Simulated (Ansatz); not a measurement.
# Be (P6_3/mmc) in Ansatz: further runs

One crystal, Be, is run at these levels: PBEsol; tasks: band structure.

All numbers are computed with Ansatz 0.2.0; they aren't measurements. Logs are shortened: lines on timing, memory, paths and dates and some standing lists are left out, and cuts for length are marked.

**1. The crystal as given**

It takes space group P6_3/mmc (No. 194, hexagonal). Conventional cell: a = 2.285 Å, b = 2.285 Å, c = 3.441 Å, α = 90.00°, β = 90.00°, γ = 120.00°. Around Be (site symmetry -6m2) lie 12 Be at 2.17 to 2.29 Å.

**2. Band structure, PBEsol, 7.78 Å³/atom**

Input file input.yaml:

```yaml
crystal:
  lattice:
    - [2.2853, 0.0, 0.0]
    - [-1.14265, 1.9791278553, 0.0]
    - [0.0, 0.0, 3.440832]
  atoms:
    - { symbol: Be, position: [0.6666666667, 0.3333333333, 0.75] }
    - { symbol: Be, position: [0.3333333333, 0.6666666667, 0.25] }
hamiltonian:
  xc: pbesol
  pseudopotentials: { kind: paw }
kpoints:
  mp_grid: { grid: [11, 11, 7] }
  band_path:
    path:
      - [[0.0, 0.0, 0.0], [0.5, 0.0, 0.0], [0.3333333333, 0.3333333333, 0.0], [0.0, 0.0, 0.0], [0.0, 0.0, 0.5], [0.5, 0.0, 0.5], [0.3333333333, 0.3333333333, 0.5], [0.0, 0.0, 0.5]]
      - [[0.5, 0.0, 0.5], [0.5, 0.0, 0.0]]
      - [[0.3333333333, 0.3333333333, 0.0], [0.3333333333, 0.3333333333, 0.5]]
    npoints: 14
scf:
  occupations: { method: fermi_dirac, width: 0.05 }
  n_extra_bands: 6
output:
  forces: true
  stress: true
  eigenvalues: true
  fatbands: true
```

Potentials or basis: Ansatz PAW.

Started as:

```sh
ansatz run input.yaml --threads 2 --pin off --max-ram 5632MiB --backend cpu --events-out ev --progress --plain --runs-dir out
```

Log:

```text
Warning: RAYON_NUM_THREADS=2 ignored (pool sized by the plan → 2); use --threads N
scf.n_extra_bands = 6 over 2 filled bands (N_el = 4.0): the run solves 8 bands
Engine: ansatz 0.2.0, aarch64-unknown-linux-gnu
Pseudopotentials: kind: paw
Pseudopotential: Be, paw, valence charge 2, recommended cutoff 420 eV (normal), Be.paw.azcp
Functional definition: PBEsol
  exchange = pbesol_x
  correlation = pbesol_c
Crystal: 2 atoms, lattice volume = 15.563 Å³
Basis set: ecut = 420 eV, 299 PW (Γ), exchange–correlation on 32×32×48 points (8 copies of the dense FFT grid, shifted against one another)
Bands: 8, of which v1, the nominal top of the filled ones, is band 2 counted from 1 (1 counted from 0)
Symmetry: 24 space group operations
Space group: P63/mmc (ITA 194), of the structure as read, at distance tolerance 2.5e-5 Å
k-points: 64 of 847
Non-local potential: Be, projectors of the file, l = 0: 2, l = 1: 2, l = 2: 1
PAW form: soft (Blöchl's): semilocal exchange-correlation on the pseudo side does not see the compensation charge
PAW frozen core: Be, regenerated for the run's functional, and the local potential with it (the file was generated under x = pbe(κ = 0.804, μ = 0.2195149727645171), c = pbe(β = 0.06672455060314922))
PAW one-centre angular grid: Be, 110 points (default); XC on 64 Gauss nodes
Initial density: superposition of atomic densities (neutral atoms: chi_scale 0, normalization atom), corrected by the library's trained network
Initial wavefunctions: pseudopotential atomic-orbital guess
Functional: x = pbesol(κ = 0.804, μ = 0.12345679012345678), c = pbesol(β = 0.046)
SCF iter   1: F=—  HF=-180.659176 eV  |F-HF|=—  |Δ(HF+E_count)|=         —  Δρ=1.87e-3  dr2=3.74e-4  ethr=1.77e-3  ⟨swp⟩=5.3  Hψ=3994  notcnv=0  defer=10
preconditioner: auto → none  [metal: Δε(μ)=0.098 eV  Ē_g=15.705 eV  σ=0.050 eV  W_gap=0.39  n_scr=2 (ndim 8)  ℏωp=18.8 eV  f_vac=0.000  D(μ)=0.30/eV (n_scr^D=2)  sad-step TF]
SCF iter   2: F=—  HF=-180.659082 eV  |F-HF|=—  |Δ(HF+E_count)|=   9.44e-5  Δρ=1.14e-3  dr2=1.43e-4  ethr=9.36e-6  ⟨swp⟩=1.2  Hψ=1036  notcnv=0  defer=14
SCF iter   3: F=—  HF=-180.659025 eV  |F-HF|=—  |Δ(HF+E_count)|=   5.69e-5  Δρ=2.85e-5  dr2=5.45e-8  ethr=3.57e-6  ⟨swp⟩=1.0  Hψ=410  notcnv=0  defer=14
SCF iter   4: F=—  HF=-180.659035 eV  |F-HF|=—  |Δ(HF+E_count)|=   1.02e-5  Δρ=5.98e-6  dr2=4.29e-9  ethr=1.36e-9  ⟨swp⟩=2.0  Hψ=540  notcnv=0  defer=14
iter 5 did not close the SCF: its close was put off for the readings that it lacked (scf_convergence_deferred on its scf_iter line)
SCF iter   5: F=-180.659035 eV  HF=-180.659035 eV  |F-HF|=8.24e-13  |Δ(HF+E_count)|=   1.12e-9  Δρ=3.46e-7  dr2=7.49e-12  ethr=1.07e-10  ⟨swp⟩=1.0  Hψ=410  notcnv=0  defer=14
SCF iter   6: F=-180.659035 eV  HF=-180.659035 eV  |F-HF|=1.14e-13  |Δ(HF+E_count)|=  8.53e-14  Δρ=4.54e-8  dr2=1.76e-13  ethr=1.00e-12  ⟨swp⟩=3.3  Hψ=1948  notcnv=0
SCF 1 converged in 6 iterations: F = -180.659035 eV  dr2 = 1.76e-13
NSCF: frozen V_eff on 129 k-points
SCF converged after 6 iterations
Free energy (F): -180.659035 eV
Harris-Foulkes:  -180.659035 eV  (|F-HF|=1.14e-13)
Internal energy: -180.656597 eV  (E = F + TS)
E sigma→0 (E₀):  -180.657816 eV
Entropy (-TS):   -0.002438 eV (-1.219 meV/atom)
Fermi energy:    8.331936 eV
--- Per-component energies (eV) ---
  E_band       = 12.592203
  E_kinetic    = 42.644026
  E_local      = 5.623145  (includes V_loc(G=0)·N_el)
  E_nonlocal   = 8.944965
  E_hartree    = 0.098387
  E_xc         = -39.608430
  E_vxc        = -42.051084  (∫ρ·V_xc dr)
  E_paw        = -114.501793  (= ΣΔE_a)
  E_vpaw       = -2.765623  (= ΣTr[D̂ρ^β])
  E_aug_tail   = -0.000001  (compensation charges beyond the density's cutoff)
  E_ewald      = -83.875960
  E_core_change = 0.019063  (= ΣΔE_core)
  E_smearing   = -0.002438  (= −TS)
  E_closure    = 0.000000  (closes the sum)
  Σ components = -180.659035   (vs F -180.659035, Δ=0.00e0)
--- Forces (eV/Å), atoms counted from 1 ---
  atom   1  Be    -0.00000000     0.00000000    -0.00000000
  atom   2  Be     0.00000000    -0.00000000     0.00000000
  max |Σ_I F_I| component: 0.00e0 eV/Å
--- Stress (GPa, compression-positive) ---
       -4.488486       0.000000       0.000000
        0.000000      -4.488486       0.000000
        0.000000       0.000000      13.892498
  P = ⅓ Tr σ = 1.6385 GPa (16.385 kbar)
--- Band table (eV; the first three rows and the last of 64) ---
  k-point 0: bands = ["-3.1656", "4.1906", "10.2075", "23.5249", "23.5249", "26.6461", "26.6461", "30.2765"]
  k-point 1: bands = ["-2.9777", "3.2041", "11.6391", "23.7058", "23.7058", "26.6019", "26.6019", "29.1689"]
  k-point 2: bands = ["-2.4135", "1.4564", "14.7036", "24.2227", "24.2227", "26.3367", "26.3662", "26.3662"]
  k-point 63: bands = ["6.2366", "6.4455", "8.5151", "9.6713", "14.4960", "14.9875", "25.2857", "25.3914"]
```

bands.tsv:

```text
# k_distance	band_0	band_1	band_2	band_3	band_4	band_5	band_6	band_7
# fermi_ev = 8.331936
# lock_threshold_ev = 1e-12
# [0, 0, 0] at k_distance = 0.000000
# [0.5, 0, 0] at k_distance = 1.587362
# [0.3333333333, 0.3333333333, 0] at k_distance = 2.503826
# [0, 0, 0] at k_distance = 4.336754
[... 137 lines left out ...]
11.021307	-1.854849	-1.411893	-1.411893	3.300728	6.326431	6.326431	16.095230	16.095230
11.086523	-1.588457	-1.423362	-1.423362	2.720938	6.269439	6.269439	16.392078	16.392078
11.151740	-1.433632	-1.433632	-1.291087	2.164138	6.220082	6.220082	16.667470	16.667470
11.216957	-1.442229	-1.442229	-0.963038	1.632569	6.180079	6.180079	16.905447	16.905447
11.282173	-1.448702	-1.448702	-0.604478	1.127817	6.150642	6.150642	17.089857	17.089857
11.347390	-1.452720	-1.452720	-0.215691	0.651009	6.132653	6.132653	17.206927	17.206927
11.412607	-1.454067	-1.454067	0.202972	0.202972	6.126616	6.126616	17.247189	17.247189
```

Run time: 0.65 s. Hardware: 2 threads of Arm Neoverse V2, shared host; peak memory 0.24 GiB.

What came out:

```yaml
Free_energy: -180.6590 eV
Pressure: 1.6 GPa
Band_gap_on_the_k_mesh: none (metal or under the smearing width)
```

Caveat: the PAW data sets come from PBE, with cores solved anew for the run's functional, which leaves a small shift of forces and pressure.

**3. Band structure, PBEsol, 7.94 Å³/atom**

Changes to input.yaml since step 2:

```diff
@@ -4,3 +4,3 @@
     - [-1.14265, 1.9791278553, 0.0]
-    - [0.0, 0.0, 3.440832]
+    - [0.0, 0.0, 3.512516]
   atoms:
@@ -12,3 +12,3 @@
 kpoints:
-  mp_grid: { grid: [11, 11, 7] }
+  mp_grid: { grid: [11, 11, 6] }
   band_path:
@@ -26,2 +26,2 @@
   eigenvalues: true
-  fatbands: true
+  fatbands: false
```

Potentials or basis: Ansatz PAW.

Started as:

```sh
ansatz run input.yaml --threads 2 --pin off --max-ram 5632MiB --backend cpu --events-out ev --progress --plain --runs-dir out
```

Wall time 0.58 s (2 threads of Arm Neoverse V2, shared host); peak memory 0.24 GiB.

It converged, with:

* Free energy: -180.6757 eV
* Pressure: -1.3 GPa
* Band gap on the k mesh: none (metal or under the smearing width)

Caveat: the PAW data sets come from PBE, with cores solved anew for the run's functional, which leaves a small shift of forces and pressure.
